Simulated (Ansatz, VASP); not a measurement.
## Ba in VASP and in Ansatz

INCAR

```
SYSTEM = Ba
ALGO = Fast ; EDIFF = 1E-6
ENCUT = 520 ; GGA = PS
ISIF = 2 ; ISMEAR = 0
LASPH = .TRUE. ; LCHARG = .FALSE.
LREAL = .FALSE. ; LWAVE = .FALSE.
NBANDS = 11 ; NELM = 100
PREC = Accurate ; SIGMA = 0.15
```

The input KPOINTS:

```
k-points
0
G
  14 14 14
  0 0 0
```

The input POSCAR:

```
Ba
1.0
    4.1133456640     -0.8226691328     -0.8226691328
   -0.8226691328      4.1133456640     -0.8226691328
   -0.8226691328     -0.8226691328      4.1133456640
Ba
1
Direct
    0.0000000000      0.0000000000      0.0000000000
```

Input for Ansatz:

```yaml
crystal:
  lattice:
    - [4.113345664, -0.8226691328, -0.8226691328]
    - [-0.8226691328, 4.113345664, -0.8226691328]
    - [-0.8226691328, -0.8226691328, 4.113345664]
  atoms:
    - { symbol: Ba, position: [0.0, 0.0, 0.0] }
basis:
  ecutwfc: 420
kpoints:
  mp_grid: { grid: [14, 14, 14] }
hamiltonian:
  xc: pbesol
scf:
  occupations: { method: gaussian, width: 0.15 }
output:
  forces: true
  stress: true
  eigenvalues: true
```

Alike in both runs: task single point; functional PBEsol; k mesh 14 × 14 × 14; occupations gaussian, width 0.15 eV; no spin polarisation.

|  | VASP | Ansatz |
| --- | --- | --- |
| version | VASP 6.6.1 | Ansatz 0.2.0 |
| potentials or method | VASP PAW PBE potentials, release 64 (Ba_sv) | scalar-relativistic, plane waves, PAW |
| plane-wave cutoff (eV) | 520 | 420 |
| valence electrons in the cell | 10 | 10 |

|  | VASP | Ansatz | Ansatz less VASP |
| --- | --- | --- | --- |
| gap on the k mesh at the Fermi level (eV) | none | none | - |
| pressure (GPa) | -0.2 | -0.3 | -0.07 |

A gap of «none» marks a metal or a gap that the smearing closes.

Caveats: the PAW data sets were made with another functional, which shifts forces and pressure a little (VASP). The runs have no spin-orbit coupling, so splittings on Ba are missing.
